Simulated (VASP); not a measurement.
# Ge (P6_3/mmc) in VASP: further runs, part 2 of 3

VASP 6.6.1. Earlier steps stand in the parts before.

**5. Relaxation of cell and atoms, PBE**

This run uses another cell than the first one, of 23.83 Å³/atom, 1.044 times its volume.

File INCAR:

```
PREC = Accurate
ENCUT = 600
EDIFF = 1E-7
ISMEAR = 0
SIGMA = 0.03
LREAL = F
LASPH = T
NELM = 80
ALGO = Normal
ISIF = 3
LWAVE = F
LCHARG = F
GGA = PE
IBRION = 2
NSW = 90
EDIFFG = -0.005
```

File KPOINTS:

```
regular mesh
0
Gamma
  12 12 5
```

File POSCAR:

```
Ge                                      
1.0
    4.0558040749      0.0000000000      0.0000000000
   -2.0279020375      3.5124293604     -0.0000000000
    0.0000000000      0.0000000000      6.6916818578
  Ge            
     4
Direct
     0.6666666699999979    0.3333333300000021    0.0628646158450160
     0.3333333300000021    0.6666666699999979    0.5628646158450160
     0.6666666699999979    0.3333333300000021    0.4371353841549839
     0.3333333300000021    0.6666666699999979    0.9371353841549840
```

Potentials or basis: VASP PAW PBE potentials, release 64 (Ge_d).

Run with:

```console
> cat potpaw_PBE.64/Ge_d/POTCAR > POTCAR
> mpirun -np 1 vasp_std > vasp.out
```

OUTCAR:

```text
PREC = Accurate
   ENCUT = 600
   EDIFF = 1E-7
   ISMEAR = 0
   LREAL = F
   LASPH = T
   NELM = 80
   ISIF = 3
   GGA = PE
   IBRION = 2
   NSW = 90
   EDIFFG = -0.005

 ion  position               nearest neighbor table
   1  0.667  0.333  0.063-   4 2.49   4 2.49   4 2.49   3 2.50
   2  0.333  0.667  0.563-   3 2.49   3 2.49   3 2.49   4 2.50
   3  0.667  0.333  0.437-   2 2.49   2 2.49   2 2.49   1 2.50
   4  0.333  0.667  0.937-   1 2.49   1 2.49   1 2.49   2 2.50

  LATTYP: Found a hexagonal cell.
 ALAT       =     4.0558040749
 C/A-ratio  =     1.6499026418

  Lattice vectors:

 A1 = (   4.0558040749,   0.0000000000,   0.0000000000)
 A2 = (  -2.0279020375,   3.5124293604,   0.0000000000)
 A3 = (   0.0000000000,   0.0000000000,   6.6916818578)

Analysis of symmetry for initial positions (statically):
=====================================================================
 Subroutine PRICEL returns:
 Original cell was already a primitive cell.

 Routine SETGRP: Setting up the symmetry group for a
 hexagonal supercell.

 Subroutine GETGRP returns: Found 24 space group operations
[... 224 lines left out ...]
 val. band max:        4.4933053043   @ k =   0.0833   0.0000   0.0000
 cond. band min:       4.6456044635   @ k =   0.0000   0.0000   0.0000
 fundamental gap:      0.1522991592
 Fermi energy:         4.5034442960

 k-point     1 :       0.0000    0.0000    0.0000
  band No.  band energies     occupation
      1     -20.2912      2.00000
      2     -20.2912      2.00000
      3     -20.2576      2.00000
      4     -20.2576      2.00000
      5     -20.2576      2.00000
      6     -20.2452      2.00000
[... 853 lines left out ...]
     32       8.5834      0.00000
     33       9.1993      0.00000

 [... further k-points ...]

------------------------ aborting loop because EDIFF is reached ----------------------------------------

  FORCE on cell =-STRESS in cart. coord.  units (eV):
  Direction    XX          YY          ZZ          XY          YZ          ZX
  --------------------------------------------------------------------------------------
  -------------------------------------------------------------------------------------
  Total       -0.0060858     -0.0060858     -0.0161191      0.0000000     -0.0000000      0.0000000
  in kB       -0.1021100     -0.1021100     -0.2704544      0.0000000     -0.0000000      0.0000000
  external PRESSURE =      -0.1582248 kB  Pullay stress =       0.0000000 kB

 VOLUME and BASIS-vectors are now :
 -----------------------------------------------------------------------------
  energy-cutoff  :      600.00
  volume of cell :       95.49
      direct lattice vectors                 reciprocal lattice vectors
     4.058577728 -0.000000000 -0.000000000     0.246391733  0.142254333 -0.000000000
    -2.029288864  3.514831414  0.000000000     0.000000000  0.284508667 -0.000000000
     0.000000000  0.000000000  6.693882699     0.000000000  0.000000000  0.149390129

 POSITION                                       TOTAL-FORCE (eV/Angst)
 -----------------------------------------------------------------------------------
      2.02929      1.17161      0.42059         0.000000      0.000000     -0.003166
     -0.00000      2.34322      3.76753        -0.000000     -0.000000     -0.003166
      2.02929      1.17161      2.92635         0.000000      0.000000      0.003166
     -0.00000      2.34322      6.27329        -0.000000     -0.000000      0.003166
 -----------------------------------------------------------------------------------
    total drift:                                0.000007     -0.000004      0.000003

  FREE ENERGIE OF THE ION-ELECTRON SYSTEM (eV)
  ---------------------------------------------------
  free  energy   TOTEN  =       -18.0023765039 eV

  energy  without entropy=      -18.0022383262  energy(sigma->0) =      -18.00230742

 reached required accuracy - stopping structural energy minimisation
```

It took 2.4 min on 1 thread of Intel Xeon Platinum 8488C (Sapphire Rapids), shared host; peak memory 0.33 GiB.

Results:

```yaml
Free_energy: -18.0024 eV
Relaxed_volume: 23.87 Å³/atom
Relaxed_cell: a = 4.059 Å, b = 4.059 Å, c = 6.694 Å, α = 90.00°, β = 90.00°, γ = 120.00°
Space_group_after_relaxing_to_0.05_Å: P6_3/mmc (No. 194)
Energy_gained_by_relaxing: 0.0 meV/atom
Ionic_steps: 2
Pressure_after_relaxing: 0.0 GPa
Largest_force_after_relaxing: 0.003 eV/Å
Band_gap_on_the_k_mesh: none (metal or under the smearing width)
```

Forces on the atoms (eV/Å):
```
Ge   0.000  0.000 -0.003
Ge   0.000  0.000 -0.003
Ge   0.000  0.000  0.003
Ge   0.000  0.000  0.003
```

Final structure:
```
Ge
1.0
     4.05858    0.00000    0.00000
    -2.02929    3.51483    0.00000
     0.00000    0.00000    6.69388
Ge
4
Direct
  0.66667 0.33333 0.06283
  0.33333 0.66667 0.56283
  0.66667 0.33333 0.43717
  0.33333 0.66667 0.93717
```

Levels at points of the mesh, in eV from the Fermi level:
```
           k point  band 24  band 25  band 26  band 27  band 28  band 29  band 30  band 31  band 32  band 33
(0.00, 0.00, 0.00)    -1.37    -1.37    -0.37    -0.16    -0.11     0.14     0.14     2.30     2.30     2.76
(0.50, 0.00, 0.00)    -6.60    -4.31    -2.88    -2.61    -1.34     0.62     1.56     3.61     3.73     4.27
```

**6. Relaxation of cell and atoms, r2SCAN**

File INCAR:

```
SYSTEM = Ge
  PREC = Accurate
  ENCUT = 600
  EDIFF = 1E-6
  ISMEAR = 0
  SIGMA = 0.03
  LREAL = .False.
  LASPH = .True.
  NELM = 80
  ALGO = Normal
  ISIF = 3
  LWAVE = .False.
  LCHARG = .False.
  METAGGA = R2SCAN
  LMIXTAU = .True.
  IBRION = 2
  NSW = 90
  EDIFFG = -0.01
```

File KPOINTS:

```
regular mesh
0
Gamma
  12 12 5
  0 0 0
```

File POSCAR:

```
Ge
1.0
    3.9975858400      0.0000000000      0.0000000000
   -1.9987929200      3.4620108900      0.0000000000
    0.0000000000      0.0000000000      6.5993779500
Ge
4
Direct
    0.6666666700      0.3333333300      0.0629012500
    0.3333333300      0.6666666700      0.5629012500
    0.6666666700      0.3333333300      0.4370987500
    0.3333333300      0.6666666700      0.9370987500
```

Potentials or basis: VASP PAW PBE potentials, release 64 (Ge_d).

Run with:

```console
> cat potpaw_PBE.64/Ge_d/POTCAR > POTCAR
> mpirun -np 1 vasp_std > vasp.out
```

OUTCAR:

```text
SYSTEM = Ge
   PREC = Accurate
   ENCUT = 600
   EDIFF = 1E-6
   ISMEAR = 0
   LREAL = .False.
   LASPH = .True.
   NELM = 80
   ISIF = 3
   METAGGA = R2SCAN
   IBRION = 2
   NSW = 90
   EDIFFG = -0.01

 ion  position               nearest neighbor table
   1  0.667  0.333  0.063-   4 2.45   4 2.45   4 2.45   3 2.47
   2  0.333  0.667  0.563-   3 2.45   3 2.45   3 2.45   4 2.47
   3  0.667  0.333  0.437-   2 2.45   2 2.45   2 2.45   1 2.47
   4  0.333  0.667  0.937-   1 2.45   1 2.45   1 2.45   2 2.47

  LATTYP: Found a hexagonal cell.
 ALAT       =     3.9975858400
 C/A-ratio  =     1.6508408360

  Lattice vectors:

 A1 = (   3.9975858400,   0.0000000000,   0.0000000000)
 A2 = (  -1.9987929200,   3.4620108900,   0.0000000000)
 A3 = (   0.0000000000,   0.0000000000,   6.5993779500)

Analysis of symmetry for initial positions (statically):
=====================================================================
 Subroutine PRICEL returns:
 Original cell was already a primitive cell.

 Routine SETGRP: Setting up the symmetry group for a
 hexagonal supercell.

 Subroutine GETGRP returns: Found 24 space group operations
 (whereof 12 operations were pure point group operations)
 out of a pool of 24 trial point group operations.

The static configuration has the point symmetry D_3d.
 The point group associated with its full space group is D_6h.

Analysis of symmetry for dynamics (positions and initial velocities):
=====================================================================
 Subroutine PRICEL returns:
 Original cell was already a primitive cell.

 Routine SETGRP: Setting up the symmetry group for a
 hexagonal supercell.

 Subroutine GETGRP returns: Found 24 space group operations
 (whereof 12 operations were pure point group operations)
 out of a pool of 24 trial point group operations.

The dynamic configuration has the point symmetry D_3d.
 The point group associated with its full space group is D_6h.

 Subroutine INISYM returns: Found 24 space group operations
 (whereof 12 operations are pure point group operations),
 and found     1 'primitive' translations

----------------------------------------------------------------------------------------

                                     Primitive cell

  volume of cell :      91.3333

  direct lattice vectors                    reciprocal lattice vectors
     3.997585840  0.000000000  0.000000000     0.250150976  0.144424733  0.000000000
    -1.998792920  3.462010890  0.000000000     0.000000000  0.288849467  0.000000000
     0.000000000  0.000000000  6.599377950     0.000000000  0.000000000  0.151529433

  length of vectors
     3.997585840  3.997585839  6.599377950     0.288849467  0.288849467  0.151529433

  position of ions in fractional coordinates (direct lattice)
     0.666666670  0.333333330  0.062901250
[... 118 lines left out ...]
 maximum number of plane-waves:      3072
 NGX is ok and might be reduce to    32
   NGX = 15   NGY = 15   NGZ = 27

--------------------------------------- Ionic step        1  -------------------------------------------

 number of electron      55.9999987 magnetization

 Free energy of the ion-electron system (eV)
  ---------------------------------------------------
  ext. energy  EPLUGINS =         0.00000000
  ---------------------------------------------------
  free energy    TOTEN  =       -55.42123925 eV

  energy without entropy =      -55.42121896  energy(sigma->0) =      -55.42122911

------------------------ aborting loop because EDIFF is reached ----------------------------------------

  FORCE on cell =-STRESS in cart. coord.  units (eV):
  Direction    XX          YY          ZZ          XY          YZ          ZX
  --------------------------------------------------------------------------------------
  -------------------------------------------------------------------------------------
  Total       -0.0237507     -0.0237507      0.0424379      0.0000000      0.0000000      0.0000000
  in kB       -0.4166361     -0.4166361      0.7444486      0.0000000      0.0000000      0.0000000
  external PRESSURE =      -0.0296078 kB  Pullay stress =       0.0000000 kB

 VOLUME and BASIS-vectors are now :
 -----------------------------------------------------------------------------
  energy-cutoff  :      600.00
  volume of cell :       91.33
      direct lattice vectors                 reciprocal lattice vectors
     3.997585840  0.000000000  0.000000000     0.250150976  0.144424733  0.000000000
    -1.998792920  3.462010890  0.000000000     0.000000000  0.288849467  0.000000000
     0.000000000  0.000000000  6.599377950     0.000000000  0.000000000  0.151529433

 POSITION                                       TOTAL-FORCE (eV/Angst)
 -----------------------------------------------------------------------------------
      1.99879      1.15400      0.41511        -0.000000      0.000000      0.001970
     -0.00000      2.30801      3.71480         0.000000      0.000000      0.001970
      1.99879      1.15400      2.88458        -0.000000      0.000000     -0.001970
     -0.00000      2.30801      6.18427         0.000000     -0.000000     -0.001970
 -----------------------------------------------------------------------------------
    total drift:                                0.000007     -0.000004      0.000003

  FREE ENERGIE OF THE ION-ELECTRON SYSTEM (eV)
  ---------------------------------------------------
  free  energy   TOTEN  =       -55.4212392518 eV

  energy  without entropy=      -55.4212189633  energy(sigma->0) =      -55.42122911

--------------------------------------- Ionic step        2  -------------------------------------------

 number of electron      55.9999987 magnetization

 Free energy of the ion-electron system (eV)
  ---------------------------------------------------
  ext. energy  EPLUGINS =         0.00000000
  ---------------------------------------------------
  free energy    TOTEN  =       -55.42125336 eV

  energy without entropy =      -55.42123856  energy(sigma->0) =      -55.42124596

 E-fermi :   4.9360     XC(G=0): -10.7700

 val. band max:        4.8959950806   @ k =   0.0000   0.0000   0.0000
 cond. band min:       4.9692268417   @ k =   0.0000   0.0000   0.0000
 fundamental gap:      0.0732317611
 Fermi energy:         4.9360325345

 k-point     1 :       0.0000    0.0000    0.0000
  band No.  band energies     occupation
      1     -20.8018      2.00000
      2     -20.8018      2.00000
      3     -20.7620      2.00000
      4     -20.7618      2.00000
      5     -20.7618      2.00000
      6     -20.7491      2.00000
[... 853 lines left out ...]
     32       9.1383      0.00000
     33       9.9134      0.00000

 [... further k-points ...]

------------------------ aborting loop because EDIFF is reached ----------------------------------------

  FORCE on cell =-STRESS in cart. coord.  units (eV):
  Direction    XX          YY          ZZ          XY          YZ          ZX
  --------------------------------------------------------------------------------------
  -------------------------------------------------------------------------------------
  Total        0.0209679      0.0209679      0.0063600      0.0000000     -0.0000000      0.0000000
  in kB        0.3678426      0.3678426      0.1115740      0.0000000     -0.0000000      0.0000000
  external PRESSURE =       0.2824198 kB  Pullay stress =       0.0000000 kB

 VOLUME and BASIS-vectors are now :
 -----------------------------------------------------------------------------
  energy-cutoff  :      600.00
  volume of cell :       91.33
      direct lattice vectors                 reciprocal lattice vectors
     3.996440737  0.000000000  0.000000000     0.250222652  0.144466116 -0.000000000
    -1.998220369  3.461019202  0.000000000     0.000000000  0.288932231 -0.000000000
     0.000000000  0.000000000  6.602755701     0.000000000  0.000000000  0.151451916

 POSITION                                       TOTAL-FORCE (eV/Angst)
 -----------------------------------------------------------------------------------
      1.99822      1.15367      0.41542        -0.000000      0.000000      0.007132
     -0.00000      2.30735      3.71679         0.000000      0.000000      0.007132
      1.99822      1.15367      2.88596        -0.000000     -0.000000     -0.007132
     -0.00000      2.30735      6.18734         0.000000     -0.000000     -0.007132
 -----------------------------------------------------------------------------------
    total drift:                                0.000007     -0.000004      0.000003

  FREE ENERGIE OF THE ION-ELECTRON SYSTEM (eV)
  ---------------------------------------------------
  free  energy   TOTEN  =       -55.4212533615 eV

  energy  without entropy=      -55.4212385637  energy(sigma->0) =      -55.42124596

 reached required accuracy - stopping structural energy minimisation
```

OSZICAR:

```text
N       E                     dE             d eps       ncg     rms          rms(c)
DAV:   1     0.474142370143E+03    0.47414E+03   -0.32175E+04  4268   0.520E+03
DAV:   2     0.265153438562E+02   -0.44763E+03   -0.44055E+03  3762   0.904E+02
DAV:   3    -0.562941422428E+02   -0.82809E+02   -0.81995E+02  4316   0.230E+02
[... 26 lines left out ...]
DAV:   3    -0.554212461752E+02    0.93752E-04   -0.19651E-04  5038   0.226E-01    0.641E-03
DAV:   4    -0.554212534339E+02   -0.72586E-05   -0.72460E-05  3845   0.992E-02    0.455E-03
DAV:   5    -0.554212517919E+02    0.16419E-05   -0.36069E-06  3186   0.187E-02    0.205E-03
DAV:   6    -0.554212530207E+02   -0.12288E-05   -0.22748E-06  2988   0.102E-02    0.574E-04
DAV:   7    -0.554212533615E+02   -0.34079E-06   -0.36755E-07  1966   0.499E-03
   2 F= -.55421253E+02 E0= -.55421246E+02  d E =-.141097E-04
```

It took 19 min on 1 thread of Intel Xeon Platinum 8175M at 2.50GHz (Skylake/Cascade Lake), shared host; peak memory 0.34 GiB.

What came out:

```
Free energy                  : -55.4213 eV
Energy gained by relaxing    : 0.0 meV/atom
Ionic steps                  : 2
Pressure after relaxing      : 0.0 GPa
Largest force after relaxing : 0.007 eV/Å
Band gap on the k mesh       : 0.07 eV, direct
```

Forces in eV/Å, atoms in the order of the input:
```
Ge   0.000  0.000  0.007
Ge   0.000  0.000  0.007
Ge   0.000  0.000 -0.007
Ge   0.000  0.000 -0.007
```

Final structure:
```
CELL_PARAMETERS angstrom
3.99644 0.00000 0.00000
-1.99822 3.46102 0.00000
0.00000 0.00000 6.60276
ATOMIC_POSITIONS crystal
Ge 0.66667 0.33333 0.06292
Ge 0.33333 0.66667 0.56292
Ge 0.66667 0.33333 0.43708
Ge 0.33333 0.66667 0.93708
```

Levels at points of the mesh, in eV from the valence-band top:
| k point | band 24 | band 25 | band 26 | band 27 | band 28 | band 29 | band 30 | band 31 | band 32 | band 33 |
| --- | --- | --- | --- | --- | --- | --- | --- | --- | --- | --- |
| (0.00, 0.00, 0.00) | -1.68 | -1.68 | -0.29 | 0.00 | 0.00 | 0.07 | 0.24 | 2.30 | 2.30 | 2.80 |
| (0.50, 0.00, 0.00) | -7.09 | -4.87 | -3.34 | -3.02 | -1.65 | 0.63 | 1.82 | 3.72 | 3.84 | 4.46 |

Caveat: the PAW data sets were made with another functional, which shifts forces and pressure a little; an odd mesh through Γ misses points on the zone boundary, where band edges often lie. r2SCAN opens gaps a little over a GGA but as a rule still falls short of measured ones.

(Part 2 of 3 ends here.)
